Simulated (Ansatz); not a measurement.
Consider LiBr (Fm-3m).

```xyz
2
Lattice="0.0000 2.7506 2.7506 2.7506 0.0000 2.7506 2.7506 2.7506 0.0000" Properties=species:S:1:pos:R:3 pbc="T T T"
Li    0.0000    0.0000    0.0000
Br    2.7506    2.7506    2.7506
```

The cell and positions come from the Crystallography Open Database and are kept as given unless a step says otherwise.

Gaps computed with Ansatz 0.2.0 without a self-energy: PBE 4.93 eV, PBE+SOC 4.76 eV and PBE0 6.85 eV. The mean ε∞ by PBE perturbation theory is 3.42.

**Question.** What gap should G0W0 on PBE give (6×6×6 mesh, 267 empty bands, screening to 200 eV, PAW set soft_1 files)?

About 7.19 eV: on its mesh the run moves the gap from 4.94 eV by +2.26 eV. Among the scalar-relativistic levels given, PBE0 is nearest (−0.34 eV). One-shot corrections scale roughly with one over ε∞, here 0.29. Spin-orbit coupling is not in that value; its −0.17 eV at the PBE level would bring it to about 7.02 eV. Bands and cutoff are finite, so the gap is not at the basis limit. The miss can reach some tenths of an eV and take either sign; the mesh is an error of its own. The many-body steps are scalar-relativistic: spin-orbit coupling is not in them.

[Paths, hosts, dates, memory and timing lines, banners, echoed tables and standing remarks are left out of the program output.]

[Logs are printed without paths, hosts, clocks, repeated set-up lines and the standing remarks that a program may print on its own settings, such as how far it seeks lower states.]

[Runs of the session that timed out or met a known fault of the program may be left out.]

[Cells called generated may have been cut or substituted from an entry of the Crystallography Open Database or the Materials Project.]

[Hosts, paths, dates, database ids (printed as entryN), source tags and the programs' standing remarks are cut or masked in the printed files.]
